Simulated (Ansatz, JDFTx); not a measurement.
This is a calculation of Ge (Germanium) for JDFTx 1.7.0 (patched build). 

Ge.in

```
lattice \
    0.0000000000     5.3458651312     5.3458651312 \
    5.3458651312     0.0000000000     5.3458651312 \
    5.3458651312     5.3458651312     0.0000000000
coords-type Lattice
ion Ge     0.7500000000     0.7500000000     0.7500000000 1
ion Ge     0.5000000000     0.5000000000     0.5000000000 1

ion-species pseudo/Ge.upf
elec-cutoff 39 312
elec-ex-corr gga-PBE
kpoint-folding 8 8 8
elec-smearing Fermi 0.0018374661
elec-n-bands 21
electronic-SCF nIterations 100 energyDiffThreshold 1e-09
electronic-minimize nIterations 30 energyDiffThreshold 1e-7
converge-empty-states yes
forces-output-coords Cartesian

dump-name run.$VAR
dump End Ecomponents EigStats BandEigs Kpoints Forces Stress ElecDensity
```

Potentials or basis: PseudoDojo-SR-PBE-0.5-standard.

Launch:

```bash
$ jdftx -c 1 -i Ge.in -o Ge.out
```

**Question.** What does the same run look like in Ansatz 0.2.0? Potentials or basis there: Ansatz PAW, cutoff 600 eV.

**Answer.** As run (cutoffs and basis follow the program's own potentials, and thresholds, step limits or extra output files can differ):

input.yaml

```yaml
crystal:
  lattice:
    - [0.0, 2.82891, 2.82891]
    - [2.82891, 0.0, 2.82891]
    - [2.82891, 2.82891, 0.0]
  atoms:
    - { symbol: Ge, position: [0.75, 0.75, 0.75] }
    - { symbol: Ge, position: [0.5, 0.5, 0.5] }
hamiltonian:
  xc: pbe
  pseudopotentials: { kind: paw }
kpoints:
  mp_grid: { grid: [8, 8, 8] }
scf:
  occupations: { method: fermi_dirac, width: 0.05 }
basis:
  ecutwfc: "600 eV"
output:
  forces: true
  stress: true
  eigenvalues: true
```

Potentials or basis: Ansatz PAW.

The run is started by

```console
$ ansatz run input.yaml --threads 2 --pin off --max-ram 5120MiB --backend cpu --events-out ev --progress --plain --runs-dir out
```

Both were run:

|  | JDFTx | Ansatz |
| --- | --- | --- |
| Pressure | 3.7 GPa | 3.6 GPa |

Ansatz's pressure holds a Pulay term of +0.00 GPa for its cutoff of 600 eV, which the other run lacks.

Pressure is positive in compression.
